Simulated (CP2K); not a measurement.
GaAs, 2 atoms in the cell. The structure is tetragonal, space group I4/mmm (No. 139). Conventional cell: a = 3.762 Å, b = 3.762 Å, c = 6.052 Å, α = 90.00°, β = 90.00°, γ = 90.00°. Ga (site symmetry 4/mmm) has 6 As at 2.66 to 3.03 Å as nearest neighbours. As (site symmetry 4/mmm) is surrounded by 6 Ga at 2.66 to 3.03 Å. The cell was built by a generator and needn't be a form met in nature.

* Program: CP2K 2026.2
* Task: single point
* Functional: PBE
* Potentials or basis: GTH_POTENTIALS Ga GTH-PBE-q13, As GTH-PBE-q5; SZV-MOLOPT-SR-GTH basis
* Density cutoff: 6123 eV
* k mesh: 10 × 10 × 10
* Occupations: fermi-dirac, width 0.05 eV
* Spin: no spin polarisation
* SCF solver: diagonalisation with k points
* Quickstep method: GPW
* EPS_DEFAULT: 1.0E-10
* EPS_SCF: 1.0E-6
* MAX_SCF: 100
* SCF_GUESS: ATOMIC
* k points reduced by the point group: yes
* Mesh centred on Gamma: yes
* CHOLESKY: OFF
* EPS_EIGVAL: 1.0E-7
* MIXING METHOD: BROYDEN_MIXING
* MIXING ALPHA: 0.4
* NBUFFER: 8
* NGRIDS: 5
* Basis sets: Ga SZV-MOLOPT-SR-GTH-q13, As SZV-MOLOPT-SR-GTH-q5
* Potentials: Ga GTH-PBE-q13 of GTH_POTENTIALS, As GTH-PBE-q5 of GTH_POTENTIALS
* ADDED_MOS: [4]
* REL_CUTOFF (Ry): 60 Ry
* MIXING BETA (1/bohr): 1.5 1/bohr
* CUTOFF of the grids: 450 Ry

Potentials or basis: GTH_POTENTIALS Ga GTH-PBE-q13, As GTH-PBE-q5; SZV-MOLOPT-SR-GTH basis.

Command:

```console
$ OMP_NUM_THREADS=1 cp2k.psmp -i gaas_scf.inp -o gaas_scf.out
```

Hardware: 1 thread of Arm Neoverse V1, with other jobs on the host.

Problem. Estimate the wall time of this run.

Solution. Wall time 14 s on 1 thread of Arm Neoverse V1, with other jobs on the host, peak memory 0.25 GiB. Counts: scf iterations 14, k points 102, basis 13, bands 13, force evaluations 1.
